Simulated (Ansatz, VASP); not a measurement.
**HfH8 in VASP and in Ansatz**

```
Hf H
1.0
     0.00000    3.33318    3.33318
     3.33318    0.00000    3.33318
     3.33318    3.33318    0.00000
Hf H
1 8
Direct
  0.25000 0.25000 0.25000
  0.84937 0.15063 0.15063
  0.15063 0.84937 0.84937
  0.15063 0.84937 0.15063
  0.84937 0.15063 0.84937
  0.15063 0.15063 0.84937
  0.84937 0.84937 0.15063
  0.75000 0.75000 0.75000
  0.50000 0.50000 0.50000
```

Alike in both runs: task single point; functional PBE; k mesh 4 × 4 × 4; occupations gaussian, width 0.1 eV; no spin polarisation.

|  | VASP | Ansatz |
| --- | --- | --- |
| version | VASP 6.6.1 | Ansatz 0.2.0 |
| potentials or method | VASP PAW PBE potentials, release 64 (Hf_pv, H) | scalar-relativistic, plane waves, PAW |
| plane-wave cutoff (eV) | 520 | 420 |
| valence electrons in the cell | 18 | 34 |

|  | VASP | Ansatz | Ansatz less VASP |
| --- | --- | --- | --- |
| gap on the k mesh at the Fermi level (eV) | none | none | - |
| pressure (GPa) | -17.9 | -17.6 | +0.37 |
| rms of the force components (eV/Å) | 0.065 | 0.060 | -0.0045 |

Atom by atom the forces differ by 0.005 eV/Å (rms over components). A gap of «none» marks a metal or a gap that the smearing closes. The two sets of potentials don't hold the same shells in valence.

Caveats: the k mesh is coarse (spacing up to 0.41 Å⁻¹), so the values aren't converged; so large a pressure means that the cell lies far from this level's equilibrium, or that cutoff or potentials fall short (VASP). The runs have no spin-orbit coupling, so splittings on Hf are missing.
